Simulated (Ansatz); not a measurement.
# GaN: the cost of one run

Program: Ansatz 0.2.0. Level of theory: DFT PBEsol, scalar-relativistic, plane waves, PAW. These are calculated values, not measurements.

4 further runs of the same task are left out: 2 that didn't finish, 2 set aside as unsound or not needed.

### 1 The starting structure

The structure is cubic, space group F-43m (No. 216). Conventional cell: a = 4.507 Å, b = 4.507 Å, c = 4.507 Å, α = 90.00°, β = 90.00°, γ = 90.00°. Ga (site symmetry -43m) has 4 N at 1.95 Å as nearest neighbours. Around N (site symmetry -43m) lie 4 Ga at 1.95 Å.

Structure file:

```
CELL_PARAMETERS angstrom
0.00000 2.25350 2.25350
2.25350 0.00000 2.25350
2.25350 2.25350 0.00000
ATOMIC_POSITIONS crystal
Ga 0.00000 0.00000 0.00000
N 0.75000 0.75000 0.75000
```

The structure comes from the Materials Project (structure only).

(A quick probe on a coarse mesh, which set the mesh and smearing, is not shown.)

### 3 Full relaxation

input.yaml reads:

```yaml
crystal:
  lattice:
    - [0.0, 2.2535006075, 2.2535006075]
    - [2.2535006075, 0.0, 2.2535006075]
    - [2.2535006075, 2.2535006075, 0.0]
  atoms:
    - { symbol: Ga, position: [0.0, 0.0, 0.0] }
    - { symbol: "N", position: [0.75, 0.75, 0.75] }
basis:
  ecutwfc: 420
kpoints:
  mp_grid: { grid: [10, 10, 10] }
hamiltonian:
  xc: pbesol
scf:
  occupations: { method: gaussian, width: 0.02 }
output:
  forces: true
  stress: true
  eigenvalues: true
relax:
  adjacent_minimum: "off"
  f_tol: 0.005
  max_steps: 80
  cell: { stress_tol: 0.05 }
```

Command:

```console
$ ansatz run input.yaml --threads 1 --pin off --max-ram 3072MiB --backend cpu --events-out ev --progress --plain --runs-dir out
```

**Question.** How long does this run take on 1 thread of Arm Neoverse V2, shared host, and how much memory does it need?

About 5.8 s, with a peak of 0.29 GiB.
